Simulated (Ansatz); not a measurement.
# MgO in Ansatz: the effect of functional

MgO:

```
Mg O
1.0
     3.28559    0.00000    0.00000
    -1.64279    2.84540    0.00000
     0.00000    0.00000    4.94944
Mg O
2 2
Direct
  0.66667 0.33333 0.50216
  0.33333 0.66667 0.00216
  0.66667 0.33333 0.90244
  0.33333 0.66667 0.40244
```

Measurements of this composition are mostly on another form, of space group No. 225.

The cell isn't the ideal one: volume scaled by 0.98.

Alike in all runs:

| Property | Result |
| --- | --- |
| Program | Ansatz 0.2.0 |
| Task | single point |
| Potentials or basis | Ansatz PAW |
| k mesh | 9 × 9 × 6 |
| Occupations | fermi-dirac, width 0.05 eV |
| Spin | no spin polarisation |

| functional | cutoff | gap on the mesh (eV) | pressure (GPa) | largest force (eV/Å) |
| --- | --- | --- | --- | --- |
| LDA | 420 eV (not typed: the program's choice for these potentials) | 3.47 | -1.9 | 0.02 |
| PBEsol | 420 eV (not typed: the program's choice for these potentials) | ? | ? | ? |
| r2SCAN | 500 eV (not typed: the program's choice for these potentials) | 4.26 | 2.1 | 0.01 |

Problem. What does the run with functional PBEsol give?

Solution. gap on the mesh 3.45 eV; pressure 2.9 GPa; largest force 0.01 eV/Å.

Caveats: odd divisions of the mesh miss points on the zone boundary, where band edges often lie, so the gap on the mesh can be too wide; the PAW data sets come from PBE, with cores solved anew for the run's functional, which leaves a small shift of forces and pressure.

A k mesh can miss the band edges.

Runs at the PBE level aren't shown here.
